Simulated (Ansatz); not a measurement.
Crystal: ScAl3.

```xyz
4
Lattice="4.0878 0.0000 0.0000 0.0000 4.0878 0.0000 0.0000 0.0000 4.0878" Properties=species:S:1:pos:R:3 pbc="T T T"
Sc    0.0000    0.0000    0.0000
Al    2.0439    2.0439    0.0000
Al    0.0000    2.0439    2.0439
Al    2.0439    0.0000    2.0439
```

The cell is a database's computed one.

```yaml
Program: Ansatz 0.2.0
Task: relaxation of cell and atoms
Functional: BLYP
Dispersion: D4
Potentials_or_basis: Ansatz PAW
Cutoff: "420 eV (not typed: the program's choice for these potentials)"
k_mesh: 7 × 7 × 7
Occupations: fermi-dirac, width 0.05 eV
Spin: no spin polarisation
```

At the start: volume 17.08 Å³/atom.

How do energy, volume and symmetry change on relaxing?

It ends after 5 steps and the volume is 16.61 Å³/atom (-2.8 %); space group Pm-3m (No. 221, to 0.05 Å).

The path:
```tsv
step	energy change (eV)	largest force (eV/Å)	volume (Å³)
1	0.0000	0.0000	68.31
2	-0.0098	0.0000	65.27
3	-0.0150	0.0000	66.48
4	-0.0150	0.0000	66.42
5	-0.0143	0.0000	66.42
```

Final structure:
```xyz
4
Lattice="4.0499 0.0000 0.0000 0.0000 4.0499 0.0000 0.0000 0.0000 4.0499" Properties=species:S:1:pos:R:3 pbc="T T T"
Sc    0.0000    0.0000    0.0000
Al    2.0249    2.0249    0.0000
Al    0.0000    2.0249    2.0249
Al    2.0249    0.0000    2.0249
```

Caveat: the plane-wave basis is chosen anew once the cell has moved, so the energies of steps on either side of that aren't comparable; the PAW data sets come from PBE, with cores solved anew for the run's functional, which leaves a small shift of forces and pressure.
